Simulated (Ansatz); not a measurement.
**Ionic part of the dielectric constant of HfSiO4, mode by mode**

All numbers below come from DFT PBE, scalar-relativistic, plane waves, PAW (Ansatz 0.2.0). Settings: 420 eV plane-wave cutoff, Γ-centred 6×6×6 mesh, fixed occupations. No spin polarisation. Phonons by linear response, acoustic sum rule imposed.

Space group F-43m (No. 216), cubic, a = 8.256 Å. Around Hf lie 4 O at 1.94 Å; Si is surrounded by 4 O at 1.63 Å; around O lie 1 Si at 1.63 Å and 1 Hf at 1.94 Å.

The structure comes from a generated guess, relaxed at this level; another structure or a mixture of phases may lie lower. Spin–orbit coupling is left out, which matters for heavy elements.

The primitive cell has V = 140.69 Å³ and ε∞,zz = 2.247. Each polar mode adds Δε = (4.92064×10⁷/V)·S/ν² along z, with S its oscillator strength in e²/amu, ν in cm⁻¹ and V in Å³.

Question: From these modes, find each Δε and ε0,zz.
```json
{"ν (cm⁻¹)": "295.06", "S_zz (e²/amu)": "0.2072"}
{"ν (cm⁻¹)": "538.95", "S_zz (e²/amu)": "0.04129"}
{"ν (cm⁻¹)": "915.63", "S_zz (e²/amu)": "1.89"}
```

Answer:
```tsv
ν (cm⁻¹)	Δε
295.06	0.83
538.95	0.05
915.63	0.79
```

The sum is 1.67, so ε0,zz = 3.92; the run's tensor has 3.92.

Question: Where do the longitudinal modes lie for a wave vector along z?

Answer: At 330.87, 543.24, 1069.71 cm⁻¹. The Lyddane–Sachs–Teller product Π(ν_LO/ν_TO)² = 1.74 agrees with ε0/ε∞ = 1.74.
